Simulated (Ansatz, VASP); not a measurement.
## Al: VASP beside Ansatz

Contents of INCAR:

```
SYSTEM = Al
PREC = Accurate ; ENCUT = 520
EDIFF = 1E-7 ; ISMEAR = 0
SIGMA = 0.1 ; LREAL = .FALSE.
LASPH = .TRUE. ; NELM = 60
ALGO = Fast ; ISIF = 2
LWAVE = .FALSE. ; LCHARG = .FALSE.
GGA = CA ; NBANDS = 12
```

File KPOINTS:

```
regular mesh
0
G
  9 9 14
  0 0 0
```

Contents of POSCAR:

```
Al
1.0
    4.5319482457      0.0000000000     -0.0170356100
   -2.2659741228      3.9248100381      0.0085178050
   -1.5200949778      0.0000000000      2.4496782934
Al
3
Direct
    0.3333333333      0.6666666667      0.0000000000
    0.0000000000      0.0000000000      0.0000000000
    0.6666666667      0.3333333333      0.0000000000
```

Input for Ansatz:

```yaml
crystal:
  lattice:
    - [4.5319482457, 0.0, -0.01703561]
    - [-2.2659741228, 3.9248100381, 0.008517805]
    - [-1.5200949778, 0.0, 2.4496782934]
  atoms:
    - { symbol: Al, position: [0.3333333333, 0.6666666667, 0.0] }
    - { symbol: Al, position: [0.0, 0.0, 0.0] }
    - { symbol: Al, position: [0.6666666667, 0.3333333333, 0.0] }
basis:
  ecutwfc: 420
kpoints:
  mp_grid: { grid: [9, 9, 14] }
hamiltonian:
  xc: lda
scf:
  occupations: { method: gaussian, width: 0.1 }
output:
  forces: true
  stress: true
  eigenvalues: true
```

Change from the starting cell: band edges of the strained film's bulk.

Alike in both runs: task single point; functional LDA; k mesh 9 × 9 × 14; occupations gaussian, width 0.1 eV; no spin polarisation.

```csv
,VASP,Ansatz
version,VASP 6.6.1,Ansatz 0.2.0
potentials or method,"VASP PAW LDA potentials, release 64 (Al)","scalar-relativistic, plane waves, PAW"
plane-wave cutoff (eV),520,420
valence electrons in the cell,9,9
```

|  | VASP | Ansatz | Ansatz less VASP |
| --- | --- | --- | --- |
| gap on the k mesh at the Fermi level (eV) | none | none | - |
| pressure (GPa) | 12.0 | 11.8 | -0.16 |
| largest component of the traceless stress (GPa) | 11.99 | 11.88 | -0.117 |

A gap of «none» marks a metal or a gap that the smearing closes.
